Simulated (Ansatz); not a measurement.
A run of Ansatz 0.2.0:

input.yaml

```yaml
crystal:
  lattice:
    - [0.0, 2.2757896312, 2.2757896312]
    - [2.2757896312, 0.0, 2.2757896312]
    - [2.2757896312, 2.2757896312, 0.0]
  atoms:
    - { symbol: Cd, position: [0.0, 0.0, 0.0] }
hamiltonian:
  xc: blyp
  pseudopotentials: { kind: paw, accuracy: stringent }
  dispersion: d3bj
kpoints:
  mp_grid: { grid: [10, 10, 10] }
scf:
  occupations: { method: fermi_dirac, width: 0.01 }
output:
  forces: true
  stress: true
  eigenvalues: true
  write_density: true
  write_potential: true
  elf: true
  volumetric_format: npy
```

Potentials or basis: SSSP precision PAW.

Command:

```console
$ ansatz run input.yaml --threads 1 --pin off --max-ram 2560MiB --backend cpu --events-out ev --progress --plain --runs-dir out
```

Hardware: 1 thread of Arm Neoverse V1 (shared host).

Q: Estimate the wall time of this run.

A: Run time: 6.6 s on 1 thread of Arm Neoverse V1, on a shared host, peak memory 0.56 GiB. Counts: scf iterations 7, plane waves 2733, k points 47, bands 14.
